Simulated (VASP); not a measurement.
A run of VASP 6.6.1 is set up as follows.

INCAR

```
SYSTEM = C
ALGO = Normal ; EDIFF = 1E-6
ENCUT = 520 ; GGA = PE
ISIF = 2 ; ISMEAR = 0
LASPH = .TRUE. ; LCHARG = .FALSE.
LREAL = .FALSE. ; LWAVE = .FALSE.
NBANDS = 11 ; NELM = 60
PREC = Accurate ; SIGMA = 0.02
```

The input KPOINTS:

```
k-points
0
G
  12 12 12
  0 0 0
```

POSCAR

```
C
1.0
    0.0000000000      1.8451591420      1.7381551420
    1.8451591420      0.0000000000      1.7381551420
    1.8451591420      1.8451591420      0.0000000000
C
2
Direct
    0.5000000000      0.5000000000      0.5000000000
    0.7500000000      0.7500000000      0.7500000000
```

Potentials or basis: VASP PAW PBE potentials, release 64 (C).

Command:

```console
$ cat potpaw_PBE.64/C/POTCAR > POTCAR
$ mpirun -np 1 vasp_std > vasp.out
```

Q: Predict the pressure.

A: -14.9 GPa.

Q: Estimate the band gap on the k mesh.

A: 2.63 eV, indirect (least direct gap 4.48 eV).

Stress tensor (GPa, compression positive):
```
-31.44   0.00   0.00
  0.00 -31.44   0.00
  0.00   0.00  18.33
```

A k mesh can miss the band edges.
